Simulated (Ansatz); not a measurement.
Runs of Ansatz 0.2.0 on MgS (Niningerite). The structure is cubic, space group Fm-3m (No. 225). The conventional cell has a = 5.203 Å, b = 5.203 Å, c = 5.203 Å, α = 90.00°, β = 90.00°, γ = 90.00°. S (site symmetry m-3m) has 6 Mg at 2.60 Å as nearest neighbours. Around Mg (site symmetry m-3m) lie 6 S at 2.60 Å. 

```tsv
task	level	potentials or basis	cell	k mesh	cutoff (eV)	smearing	driver	optimizer	fmax	steps	filter	mesh quality	gap on the mesh (eV)	V0 of scaled cells (Å³/atom)	B0 (GPa)
atomic charges	r2SCAN0+D3(BJ)	Ansatz PAW	as given	5 × 5 × 5	500	fixed	-	-	-	-	-	not flagged	5.40	-	-
equation of state	PBE0	Ansatz PAW	as given	4 × 4 × 4	420	fermi-dirac 0.05 eV	-	-	-	-	-	coarse	-	17.60	80
equation of state	PBE0	Ansatz PAW	as given	6 × 6 × 6	420	fermi-dirac 0.05 eV	-	-	-	-	-	not flagged	-	(b)	80
relaxation of cell and atoms	LDA	JTH PAW	relaxed	6 × 6 × 6	900	fermi-dirac 0.1 eV	calculator	BFGS	0.01	30	FrechetCellFilter	not flagged	2.64	-	-
equation of state	PBE	Ansatz PAW	as given	9 × 9 × 9	420	fermi-dirac 0.05 eV	-	-	-	-	-	not flagged	-	17.88	(a)
```

Alike in all rows: no spin polarisation.

Fill in the values left out.

(a) 74; (b) 17.52.

Caveats: some runs use coarse meshes; the PAW data sets come from PBE, with cores solved anew for the run's functional, which leaves a small shift of forces and pressure (some runs); odd divisions of the mesh miss points on the zone boundary, where band edges often lie, so the gap on the mesh can be too wide (some runs).

A k mesh can miss the band edges.

Not every run made on this cell is shown here.
